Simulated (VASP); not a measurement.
# Hf: electric field gradients with PBE

Hf:

```
CELL_PARAMETERS angstrom
0.00000 2.22000 2.22000
2.22000 0.00000 2.22000
2.22000 2.22000 0.00000
ATOMIC_POSITIONS crystal
Hf 0.00000 0.00000 0.00000
```

This isn't the form of Hf at room conditions, which is hcp.

```json
{"Program": "VASP 6.6.1", "Task": "electric field gradients", "Functional": "PBE", "Potentials or basis": "VASP PAW PBE potentials, release 64 (Hf_pv)", "Cutoff": "520 eV", "k mesh": "13 × 13 × 13", "Occupations": "fermi-dirac, width 0.03 eV", "Spin": "no spin polarisation", "Dipole correction": "no", "Further INCAR settings": "ALGO = Normal; EDIFF = 1e-08; NBANDS = 11"}
```

```
Pressure               : 2.8 GPa
Band gap on the k mesh : none (metal or under the smearing width)
```

Levels at points of the mesh, in eV from the Fermi level:
```
           k point  band 2  band 3  band 4  band 5  band 6  band 7  band 8  band 9
(0.00, 0.00, 0.00)  -29.92  -29.92   -7.27    1.43    1.43    1.43    4.30    4.30
```

Electric field gradients, principal values (V/Å²):
```tsv
atom	Vxx	Vyy	Vzz
1 Hf	0.000	0.000	-0.001
```

It took 9.8 s on 1 thread of Intel(R) Xeon(R) Platinum 8488C (Sapphire Rapids), on a shared host, peak memory 0.14 GiB.

The run has no spin-orbit coupling, so splittings on Hf are missing.
